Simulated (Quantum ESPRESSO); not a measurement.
Here is a Quantum ESPRESSO 7.5 calculation.

The input run.py:

```python
import numpy as np
from ase.calculators.espresso import Espresso, EspressoProfile
import spglib
from ase import Atoms
from ase.io import read

atoms = read('C.cif')
cell, pos, num = spglib.standardize_cell((atoms.cell[:], atoms.get_scaled_positions(), atoms.numbers), to_primitive=True, symprec=1e-4)
atoms = Atoms(numbers=num, cell=cell, scaled_positions=pos, pbc=True)

input_data = {
    'control': {'calculation': 'scf', 'prefix': 'pwscf', 'outdir': './tmp', 'tprnfor': True, 'tstress': True, 'disk_io': 'nowf'},
    'system': {'ecutwfc': 55.0, 'ecutrho': 440.0, 'nbnd': 14, 'occupations': 'smearing', 'smearing': 'fd', 'degauss': 0.00367493},
    'electrons': {'conv_thr': 8e-10, 'electron_maxstep': 120, 'mixing_beta': 0.5},
}
pseudopotentials = {'C': 'C.pbe-n-kjpaw_psl.1.0.0.UPF'}
profile = EspressoProfile(command='pw.x', pseudo_dir='pseudo')
atoms.calc = Espresso(profile=profile, input_data=input_data, pseudopotentials=pseudopotentials, kpts=(12, 12, 12), koffset=(0, 0, 0))

print(f'energy {atoms.get_potential_energy():.8f} eV')
print('forces (eV/A)')
print(np.round(atoms.get_forces(), 6))
print('stress (eV/A^3, Voigt)')
print(np.round(atoms.get_stress(), 8))
print(f'Fermi level {atoms.calc.get_fermi_level():.4f} eV')
```

The input C.cif:

```cif
data_C
_cell_length_a 2.46637620
_cell_length_b 2.46637620
_cell_length_c 24.84784531
_cell_angle_alpha 90.00000000
_cell_angle_beta 90.00000000
_cell_angle_gamma 120.00000000
_space_group_name_H-M_alt 'R-3m'
_space_group_name_Hall '-R 3 2"'
_space_group_IT_number 166
loop_
_space_group_symop_operation_xyz
'x,y,z'
'-x,-y,-z'
'-y,x-y,z'
'y,-x+y,-z'
'-x+y,-x,z'
'x-y,x,-z'
'y,x,-z'
'-y,-x,z'
'x-y,-y,-z'
'-x+y,y,z'
'-x,-x+y,-z'
'x,x-y,z'
'x+2/3,y+1/3,z+1/3'
'-x+2/3,-y+1/3,-z+1/3'
'-y+2/3,x-y+1/3,z+1/3'
'y+2/3,-x+y+1/3,-z+1/3'
'-x+y+2/3,-x+1/3,z+1/3'
'x-y+2/3,x+1/3,-z+1/3'
'y+2/3,x+1/3,-z+1/3'
'-y+2/3,-x+1/3,z+1/3'
'x-y+2/3,-y+1/3,-z+1/3'
'-x+y+2/3,y+1/3,z+1/3'
'-x+2/3,-x+y+1/3,-z+1/3'
'x+2/3,x-y+1/3,z+1/3'
'x+1/3,y+2/3,z+2/3'
'-x+1/3,-y+2/3,-z+2/3'
'-y+1/3,x-y+2/3,z+2/3'
'y+1/3,-x+y+2/3,-z+2/3'
'-x+y+1/3,-x+2/3,z+2/3'
'x-y+1/3,x+2/3,-z+2/3'
'y+1/3,x+2/3,-z+2/3'
'-y+1/3,-x+2/3,z+2/3'
'x-y+1/3,-y+2/3,-z+2/3'
'-x+y+1/3,y+2/3,z+2/3'
'-x+1/3,-x+y+2/3,-z+2/3'
'x+1/3,x-y+2/3,z+2/3'
loop_
_atom_site_label
_atom_site_type_symbol
_atom_site_symmetry_multiplicity
_atom_site_Wyckoff_symbol
_atom_site_fract_x
_atom_site_fract_y
_atom_site_fract_z
_atom_site_occupancy
C1 C 6 c 0.3333333333 0.6666666667 0.7538397467 1
C2 C 6 c 0.0000000000 0.0000000000 0.7538500600 1
```

Potentials or basis: SSSP 1.3 efficiency PBE.

The run is started by

```bash
$ OMP_NUM_THREADS=2 python run.py
```

Predict the pressure.

0.2 GPa.

What does it give for the largest force?

0.013 eV/Å.

Stress tensor (GPa, compression positive):
```
0.19 0.00 0.00
0.00 0.19 0.00
0.00 0.00 0.09
```
